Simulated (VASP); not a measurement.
## InP in VASP 6.6.1, single-point calculation

INCAR

```
ALGO = Normal
LASPH = .FALSE.
NELM = 97
LWAVE = .FALSE.
LCHARG = .FALSE.
ISMEAR = 0
LREAL = .FALSE.
METAGGA = R2SCAN
NBANDS = 16
ISIF = 2
PREC = Accurate
SIGMA = 0.01
NSW = 0
IBRION = -1
EDIFF = 1E-7
ENCUT = 520
```

KPOINTS

```
KPOINTS created by Atomic Simulation Environment
0
Gamma
8 8 8
0 0 0
```

POSCAR

```
In P
 1.0000000000000000
     0.0000000000000000    2.8651740058000001    2.8651740058000001
     2.8651740058000001    0.0000000000000000    2.8651740058000001
     2.8651740058000001    2.8651740058000001    0.0000000000000000
 In  P
   1   1
Cartesian
  0.0000000000000000  0.0000000000000000  0.0000000000000000
  1.4325870029000001  1.4325870029000001  1.4325870029000001
```

The recommended PBE PAW datasets give the neutral cell 18 valence electrons.

Command

```
mpirun -np 1 vasp_std
```

OSZICAR

```
N       E                     dE             d eps       ncg     rms          rms(c)
DAV:   1     0.904010592017E+02    0.90401E+02   -0.86880E+03   936   0.131E+03
DAV:   2    -0.281761144732E+02   -0.11858E+03   -0.11338E+03  1032   0.315E+02
DAV:   3    -0.355983909084E+02   -0.74223E+01   -0.73939E+01  1256   0.768E+01
DAV:   4    -0.357975989565E+02   -0.19921E+00   -0.19917E+00  1224   0.131E+01
DAV:   5    -0.358050765260E+02   -0.74776E-02   -0.74774E-02  1400   0.214E+00    0.842E+00
DAV:   6    -0.322164798335E+02    0.35886E+01   -0.16366E+00  1192   0.296E+01    0.434E+00
DAV:   7    -0.321907908020E+02    0.25689E-01   -0.29699E-01  1184   0.396E+00    0.275E+00
DAV:   8    -0.321979957013E+02   -0.72049E-02   -0.17982E-02  1240   0.116E+00    0.124E+00
DAV:   9    -0.321990190206E+02   -0.10233E-02   -0.21661E-03  1104   0.389E-01    0.122E-01
DAV:  10    -0.321990812152E+02   -0.62195E-04   -0.41375E-04  1240   0.221E-01    0.560E-02
DAV:  11    -0.321991096164E+02   -0.28401E-04   -0.55933E-05  1240   0.841E-02    0.333E-02
DAV:  12    -0.321991061883E+02    0.34280E-05   -0.84108E-06  1448   0.260E-02    0.116E-02
DAV:  13    -0.321991052934E+02    0.89497E-06   -0.24360E-06  1184   0.108E-02    0.528E-03
DAV:  14    -0.321991053716E+02   -0.78260E-07   -0.17571E-07  1048   0.296E-03
   1 F= -.32199105E+02 E0= -.32199105E+02  d E =-.152396E-77
```

Standard output (part)

```
POSCAR found type information on POSCAR InP
 POSCAR found :  2 types and       2 ions
 LDA part: xc-table for (None), standard interpolation
 POSCAR, INCAR and KPOINTS ok, starting setup
 WAVECAR not read
 entering main loop
```

From OUTCAR

```
k-points           NKPTS =     29   k-points in BZ     NKDIM =     29   number of bands    NBANDS=     16

   NELECT =      18.0000    total number of electrons

   dimension x,y,z NGX =    30 NGY =   30 NGZ =   30
   dimension x,y,z NGXF=    60 NGYF=   60 NGZF=   60

  energy-cutoff  :      520.00
  volume of cell :       47.04
      direct lattice vectors                 reciprocal lattice vectors
     0.000000000  2.865174006  2.865174006    -0.174509471  0.174509471  0.174509471
     2.865174006  0.000000000  2.865174006     0.174509471 -0.174509471  0.174509471
     2.865174006  2.865174006  0.000000000     0.174509471  0.174509471 -0.174509471

 k-points in reciprocal lattice and weights: KPOINTS created by Atomic Simulation Env
   0.00000000  0.00000000  0.00000000       0.002
   0.12500000  0.00000000  0.00000000       0.016
   0.25000000  0.00000000  0.00000000       0.016
   0.37500000  0.00000000  0.00000000       0.016
   0.50000000  0.00000000  0.00000000       0.008
   0.12500000  0.12500000  0.00000000       0.012
   0.25000000  0.12500000  0.00000000       0.047
   0.37500000  0.12500000  0.00000000       0.047
   ...

 E-fermi :   5.9220

 k-point     1 :       0.0000    0.0000    0.0000
  band No.  band energies     occupation
      1      -9.0164      2.00000
      2      -9.0164      2.00000
      3      -9.0164      2.00000
      4      -8.7986      2.00000
      5      -8.7986      2.00000
      6      -6.7141      2.00000
      7       5.7921      2.00000
      8       5.7921      2.00000
      9       5.7921      2.00000
     10       7.3513      0.00000
     11      10.2188      0.00000
     12      10.2188      0.00000
     13      10.2188      0.00000
     14      15.2824      0.00000
     15      15.8125      0.00000
     16      15.8125      0.00000

 k-point     2 :       0.1250    0.0000    0.0000
  band No.  band energies     occupation
      1      -9.0470      2.00000
      2      -9.0063      2.00000
      3      -9.0063      2.00000
      4      -8.7985      2.00000
      5      -8.7985      2.00000
      6      -6.5020      2.00000
      7       4.2809      2.00000
      8       5.5769      2.00000
      9       5.5769      2.00000
     10       8.1425      0.00000
     11      10.4586      0.00000
     12      10.5329      0.00000
     13      10.5329      0.00000
     14      15.1178      0.00000
     15      15.1178      0.00000
     16      16.0657      0.00000

 k-point     3 :       0.2500    0.0000    0.0000
  band No.  band energies     occupation
      1      -9.1132      2.00000
      2      -8.9845      2.00000
      3      -8.9845      2.00000
      4      -8.7952      2.00000
      5      -8.7952      2.00000
      6      -5.9135      2.00000
      7       2.1505      2.00000
      8       5.1502      2.00000
      9       5.1502      2.00000
     10       8.1793      0.00000
     11      10.9883      0.00000
     12      10.9883      0.00000
     13      11.7581      0.00000
     14      14.8959      0.00000
     15      14.8959      0.00000
     16      15.6139      0.00000

 ...

  Total        2.1988691      2.1988691      2.1988691      0.0000000     -0.0000000      0.0000000
  in kB       74.8905402     74.8905402     74.8905402      0.0000000     -0.0000000      0.0000000
  external PRESSURE =      74.8905402 kB  Pullay stress =       0.0000000 kB

 POSITION                                       TOTAL-FORCE (eV/Angst)
 -----------------------------------------------------------------------------------
      0.00000      0.00000      0.00000        -0.000000      0.000000     -0.000000
      1.43259      1.43259      1.43259         0.000000     -0.000000      0.000000
 -----------------------------------------------------------------------------------
    total drift:                               -0.000002     -0.000002     -0.000002

  FREE ENERGIE OF THE ION-ELECTRON SYSTEM (eV)
  ---------------------------------------------------
  free  energy   TOTEN  =       -32.1991053716 eV

  energy  without entropy=      -32.1991053716  energy(sigma->0) =      -32.19910537
```

It converged. Results: gap between bands v and c on the k mesh 1.56 eV; least direct gap on the k mesh 1.56 eV; pressure 7.5 GPa. Band v is the last that the valence electrons fill when counted band by band, and c is the next.

For comparison, a separate r²SCAN run of the intended cell, on usual settings and not on those above, gives a gap of 1.56 eV on its mesh and a pressure of 7.5 GPa.

The run above took about 78 s on one core of a shared host (Intel Xeon Platinum 8488C) and held 0.17 GiB at most.
